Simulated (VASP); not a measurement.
# K (Fm-3m) in VASP: further runs, part 3 of 3

VASP 6.6.1.

**4. Relaxation of cell and atoms, vdW-DF-cx**

The input, INCAR:

```
PREC = Accurate
ENCUT = 600
EDIFF = 1E-6
ISMEAR = 1
SIGMA = 0.2
LREAL = F
LASPH = T
NELM = 100
ALGO = Normal
ISIF = 3
LWAVE = F
LCHARG = F
GGA = CX
LUSE_VDW = T
AGGAC = 0.0
IBRION = 2
NSW = 60
EDIFFG = -0.005
```

The input, KPOINTS:

```
Automatic mesh
0
Gamma
  7 7 7
```

The input, POSCAR:

```
K
4.7968
    0.000000000000      0.707111578135      0.707111578135
    0.707111578135      0.000000000000      0.707111578135
    0.707111578135      0.707111578135      0.000000000000
K
1
Direct
    0.0000000000      0.0000000000      0.0000000000
```

Potentials or basis: VASP PAW PBE potentials, release 64 (K_sv).

Run with:

```
$ cat potpaw_PBE.64/K_sv/POTCAR > POTCAR
$ mpirun -np 1 vasp_std > vasp.out
```

OUTCAR:

```text
PREC = Accurate
   ENCUT = 600
   EDIFF = 1E-6
   ISMEAR = 1
   LREAL = F
   LASPH = T
   NELM = 100
   ISIF = 3
   GGA = CX
   IBRION = 2
   NSW = 60
   EDIFFG = -0.005

 ion  position               nearest neighbor table
   1  0.000  0.000  0.000-

  LATTYP: Found a face centered cubic cell.
 ALAT       =     6.7837456360

  Lattice vectors:

 A1 = (   0.0000000000,   3.3918728180,   3.3918728180)
 A2 = (   3.3918728180,   0.0000000000,   3.3918728180)
 A3 = (   3.3918728180,   3.3918728180,   0.0000000000)

Analysis of symmetry for initial positions (statically):
=====================================================================
 Subroutine PRICEL returns:
 Original cell was already a primitive cell.

 Routine SETGRP: Setting up the symmetry group for a
 face centered cubic supercell.

 Subroutine GETGRP returns: Found 48 space group operations
 (whereof 48 operations were pure point group operations)
 out of a pool of 48 trial point group operations.

The static configuration has the point symmetry O_h .

Analysis of symmetry for dynamics (positions and initial velocities):
=====================================================================
 Subroutine PRICEL returns:
 Original cell was already a primitive cell.

 Routine SETGRP: Setting up the symmetry group for a
 face centered cubic supercell.

 Subroutine GETGRP returns: Found 48 space group operations
 (whereof 48 operations were pure point group operations)
 out of a pool of 48 trial point group operations.

The dynamic configuration has the point symmetry O_h .

 Subroutine INISYM returns: Found 48 space group operations
 (whereof 48 operations are pure point group operations),
 and found     1 'primitive' translations

----------------------------------------------------------------------------------------

                                     Primitive cell

  volume of cell :      78.0456

  direct lattice vectors                    reciprocal lattice vectors
     0.000000000  3.391872818  3.391872818    -0.147411188  0.147411188  0.147411188
     3.391872818  0.000000000  3.391872818     0.147411188 -0.147411188  0.147411188
     3.391872818  3.391872818  0.000000000     0.147411188  0.147411188 -0.147411188

  length of vectors
     4.796832541  4.796832541  4.796832541     0.255323666  0.255323666  0.255323666

  position of ions in fractional coordinates (direct lattice)
     0.000000000  0.000000000  0.000000000

  ion indices of the primitive-cell ions
   primitive index   ion index
                 1           1

----------------------------------------------------------------------------------------

 KPOINTS: Automatic mesh

Automatic generation of k-mesh.
 Grid dimensions read from file:
 generate k-points for:    7    7    7

 Generating k-lattice:

  Cartesian coordinates                     Fractional coordinates (reciprocal lattice)
    -0.021058741  0.021058741  0.021058741     0.142857143  0.000000000  0.000000000
     0.021058741 -0.021058741  0.021058741     0.000000000  0.142857143  0.000000000
     0.021058741  0.021058741 -0.021058741     0.000000000  0.000000000  0.142857143

  Length of vectors
     0.036474809  0.036474809  0.036474809

  Shift w.r.t. Gamma in fractional coordinates (k-lattice)
     0.000000000  0.000000000  0.000000000

 Subroutine IBZKPT returns following result:
 ===========================================

 Found     20 irreducible k-points:

 Following reciprocal coordinates:
            Coordinates               Weight
  0.000000  0.000000  0.000000      1.000000
  0.142857  0.000000  0.000000      8.000000
  0.285714  0.000000  0.000000      8.000000
  0.428571  0.000000  0.000000      8.000000
  0.142857  0.142857  0.000000      6.000000
  0.285714  0.142857  0.000000     24.000000
[... 12 lines left out ...]
 -0.428571  0.428571  0.142857     24.000000
 -0.285714  0.428571  0.142857     24.000000
   k-points           NKPTS =     20   k-points in BZ     NKDIM =     20   number of bands    NBANDS=      8
   number of dos      NEDOS =    301   number of ions     NIONS =      1
   total plane-waves  NPLWV =  64000
   dimension x,y,z NGX =    40 NGY =   40 NGZ =   40
   dimension x,y,z NGXF=    80 NGYF=   80 NGZF=   80
   ions per type =               1
   NGX,Y,Z   is equivalent  to a cutoff of  13.86, 13.86, 13.86 a.u.
   NGXF,Y,Z  is equivalent  to a cutoff of  27.73, 27.73, 27.73 a.u.
 SYSTEM =  unknown system
   PREC   = accura    normal or accurate (medium, high low for compatibility)
   ISTART =      0    job   : 0-new  1-cont  2-samecut
   ICHARG =      2    charge: 1-file 2-atom 10-const
   ISPIN  =      1    spin polarized calculation?
   LNONCOLLINEAR =      F non collinear calculations
   LSORBIT =      F    spin-orbit coupling
   LASPH  =      T    aspherical Exc in radial PAW
   ENCUT  =  600.0 eV  44.10 Ry    6.64 a.u.   9.58  9.58  9.58*2*pi/ulx,y,z
   NELM   =    100;   NELMIN=  2; NELMDL= -5     # of ELM steps
   EDIFF  = 0.1E-05   stopping-criterion for ELM
   LREAL  =      F    real-space projection
   EDIFFG = -.5E-02   stopping-criterion for IOM
   NSW    =     60    number of steps for IOM
   IBRION =      2    ionic relax: 0-MD 1-quasi-New 2-CG
   NFREE  =      1    steps in history (QN), initial steepest desc. (CG)
   ISIF   =      3    stress and relaxation
   ISYM   =      2    0-nonsym 1-usesym 2-fastsym
   POTIM  = 0.5000    time-step for ionic-motion
   TEBEG  =    0.0;   TEEND  =   0.0 temperature during run
   PSTRESS=    0.0 pullay stress
   NELECT =       9.0000    total number of electrons
   NUPDOWN=      -1.0000    fix difference up-down
   EMIN   =  10.00;   EMAX   =-10.00  energy-range for DOS
   EFERMI =   0.00;   METHOD = LEGACY
   ISMEAR =     1;   SIGMA  =   0.20  broadening in eV -4-tet -1-fermi 0-gaus
   EFERMI_NEDOS =   21; number of points for ismear=-14 and -15
   IALGO  =     38    algorithm
   IMIX   =      4    mixing-type and parameters
     AMIX     =   0.40;   BMIX     =  1.00
     AMIX_MAG =   1.60;   BMIX_MAG =  1.00
  volume/ion in A,a.u.               =      78.05       526.68
  Fermi-wavevector in a.u.,A,eV,Ry     =   0.796843  1.505815  8.639139  0.634959
  Thomas-Fermi vector in A             =   1.903445
   LORBIT       =      0    0 simple, 1 ext, 2 COOP (PROOUT), +10 PAW based schemes
   GGA     = CX    functional components
   LHFCALC =     F    Hartree Fock is set to
   AEXX    =    0.0000 exact exchange contribution
   IVDW_NL    =     1    kernel type
   BPARAM     = 6.3000
   IVDW    =     0    specifies the selected vdW correction
   LEPSILON=     F    determine dielectric tensor
   LRPA    =     F    only Hartree local field effects (RPA)
 conjugate gradient relaxation of ions
 non-spin polarized calculation
 Methfessel and Paxton  Order N= 1 SIGMA  =   0.20
  energy-cutoff  :      600.00
  volume of cell :       78.05
 maximum number of plane-waves:      2643
 NGX is ok and might be reduce to    40

--------------------------------------- Ionic step        1  -------------------------------------------

 number of electron       9.0000000 magnetization

 Free energy of the ion-electron system (eV)
  ---------------------------------------------------
  ext. energy  EPLUGINS =         0.00000000
  ---------------------------------------------------
  free energy    TOTEN  =         1.18934749 eV

  energy without entropy =        1.18322956  energy(sigma->0) =        1.18730818

------------------------ aborting loop because EDIFF is reached ----------------------------------------

  FORCE on cell =-STRESS in cart. coord.  units (eV):
  Direction    XX          YY          ZZ          XY          YZ          ZX
  --------------------------------------------------------------------------------------
  -------------------------------------------------------------------------------------
  Total       -0.0751275     -0.0751275     -0.0751275      0.0000000      0.0000000      0.0000000
  in kB       -1.5422705     -1.5422705     -1.5422705      0.0000000      0.0000000      0.0000000
  external PRESSURE =      -1.5422705 kB  Pullay stress =       0.0000000 kB
[... 61 lines left out ...]
--------------------------------------- Ionic step        3  -------------------------------------------

 number of electron       9.0000000 magnetization

 E-fermi :  -0.0242     XC(G=0):  -5.5473

 val. band max:       -0.3095501028   @ k =   0.4286   0.2857   0.0000
 cond. band min:       0.0143144444   @ k =  -0.2857   0.2857   0.0000
 fundamental gap:      0.3238645473
 Fermi energy:        -0.0242173410

 k-point     1 :       0.0000    0.0000    0.0000
  band No.  band energies     occupation
      1     -32.2083      2.00000
      2     -15.7247      2.00000
      3     -15.7247      2.00000
      4     -15.7247      2.00000
      5      -2.2479      2.00000
      6       4.0987      0.00000
      7       4.0987      0.00000
      8       4.0987      0.00000
[... 243 lines left out ...]
--------------------------------------- Ionic step        4  -------------------------------------------

 number of electron       9.0000000 magnetization

 Free energy of the ion-electron system (eV)
  ---------------------------------------------------
  ext. energy  EPLUGINS =         0.00000000
  ---------------------------------------------------
  free energy    TOTEN  =         1.18740188 eV

  energy without entropy =        1.18146062  energy(sigma->0) =        1.18542146

 E-fermi :   0.0034     XC(G=0):  -5.5787

 val. band max:       -0.2848996972   @ k =   0.4286   0.2857   0.0000
 cond. band min:       0.0414094663   @ k =  -0.2857   0.2857   0.0000
 fundamental gap:      0.3263091634
 Fermi energy:         0.0033748048

 k-point     1 :       0.0000    0.0000    0.0000
  band No.  band energies     occupation
      1     -32.1732      2.00000
      2     -15.6890      2.00000
      3     -15.6890      2.00000
      4     -15.6890      2.00000
      5      -2.2397      2.00000
      6       4.1368      0.00000
      7       4.1368      0.00000
      8       4.1368      0.00000
[... 239 lines left out ...]
  energy  without entropy=        1.1814606249  energy(sigma->0) =        1.18542146

Total vdW correction in eV:      1.9621826

 reached required accuracy - stopping structural energy minimisation
```

CONTCAR:

```text
K
   4.79680000000000
     0.0000000000000000    0.6954329671856294    0.6954329671856294
     0.6954329671856294    0.0000000000000000    0.6954329671856294
     0.6954329671856294    0.6954329671856294   -0.0000000000000000
  K
     1
Direct
     1.0000000000000000    1.0000000000000000    1.0000000000000000

  0.00000000E+00  0.00000000E+00  0.00000000E+00
```

Run time: 4.7 min. Hardware: 1 thread of Intel Xeon Platinum 8488C (Sapphire Rapids), shared host; peak memory 0.57 GiB.

What came out:

- Free energy: 1.1874 eV
- Relaxed volume: 74.24 Å³/atom
- Relaxed cell: a = 4.718 Å, b = 4.718 Å, c = 4.718 Å, α = 60.00°, β = 60.00°, γ = 60.00°
- Space group after relaxing (to 0.05 Å): Fm-3m (No. 225)
- Energy gained by relaxing: 1.9 meV/atom
- Ionic steps: 4
- Pressure after relaxing: 0.0 GPa
- Band gap on the k mesh: none (metal or under the smearing width)

Step by step:
| step | energy change (eV) | largest force (eV/Å) | pressure (GPa) | volume (Å³) |
| --- | --- | --- | --- | --- |
| 1 | 0.0000 | 0.0000 | -0.15 | 78.05 |
| 2 | -0.0007 | 0.0000 | -0.12 | 77.20 |
| 3 | -0.0018 | 0.0000 | -0.04 | 75.19 |
| 4 | -0.0019 | 0.0000 | 0.00 | 74.24 |

Final structure:
```
K
1.0
     0.00000    3.33585    3.33585
     3.33585    0.00000    3.33585
     3.33585    3.33585    0.00000
K
1
Cartesian
  6.6717 6.6717 6.6717
```

Caveat: the PAW data sets were made with another functional, which shifts forces and pressure a little.

**5. Atomic charges, revPBE**

This run uses another cell than the first one: it holds 4 atoms, not 1.

The input, INCAR:

```
ALGO = Normal ; BMIX = 2.0
EDIFF = 1E-6 ; ENCUT = 520
GGA = RE ; ISIF = 2
ISMEAR = 0 ; LASPH = True
LCHARG = False ; LORBIT = 10
LREAL = On ; LWAVE = False
NELM = 60 ; PREC = Accurate
SIGMA = 0.5
```

K.cif is that of step 3.

The input, KPOINTS:

```
k-points
0
Gamma
  4 4 4
```

The input, POSCAR:

```
K 
 1.0000000000000000
     6.7837456400000002    0.0000000000000000    0.0000000000000000
     0.0000000000000000    6.7837456400000002    0.0000000000000000
     0.0000000000000000    0.0000000000000000    6.7837456400000002
 K  
   4
Cartesian
  0.0000000000000000  0.0000000000000000  0.0000000000000000
  0.0000000000000000  3.3918728200000001  3.3918728200000001
  3.3918728200000001  0.0000000000000000  3.3918728200000001
  3.3918728200000001  3.3918728200000001  0.0000000000000000
```

Run with:

```
$ ase convert -i cif -o vasp K.cif POSCAR
$ cat potpaw_PBE.64/K_sv/POTCAR > POTCAR
$ mpirun -np 1 vasp_std > vasp.out
```

Run time: 57 s. Hardware: 1 thread of Intel Xeon Platinum 8488C (Sapphire Rapids), shared host; peak memory 0.34 GiB.

These settings aren't checked as converged (typed here: ISMEAR = 0; SIGMA = 0.5; BMIX = 2; LREAL = On): the numbers below hold their error.

What came out:

```
Free energy                                           : -2.7436 eV
Pressure                                              : 7.5 GPa
Band gap on the k mesh                                : none (metal or under the smearing width)
Valence electrons inside the program's atomic spheres : K 7.71
```

Caveat: the PAW data sets were made with another functional, which shifts forces and pressure a little.
